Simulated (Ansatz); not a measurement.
MgS:

```
CELL_PARAMETERS angstrom
0.00000 2.83312 2.83312
2.83312 0.00000 2.83312
2.83312 2.83312 0.00000
ATOMIC_POSITIONS crystal
S 0.25000 0.25000 0.25000
Mg 0.00000 0.00000 0.00000
```

The cell comes from a database or a generator and needn't be the stable form of this composition.

Base run:

```yaml
Program: Ansatz 0.2.0
Functional: r2SCAN
Potentials_or_basis: Ansatz PAW
Cutoff: 500 eV
Density_cutoff: 2000 eV
k_mesh: 8 × 8 × 8
Occupations: fermi-dirac, width 0.05 eV
Spin: no spin polarisation
```

Its results: band gap on the k mesh 4.13 eV, direct; pressure -0.1 GPa.

Problem. The run is repeated on the same cell with these changes: dispersion from none to D4. What comes out?

Solution. Band gap on the k mesh 4.13 eV, direct; pressure -0.7 GPa.

Dispersion adds attraction, which lowers the pressure at fixed volume and, as a term added to the energy, leaves the levels alone.

Caveats: the PAW data sets come from PBE, with cores solved anew for the run's functional, which leaves a small shift of forces and pressure.

Not every run made on this cell is shown here.
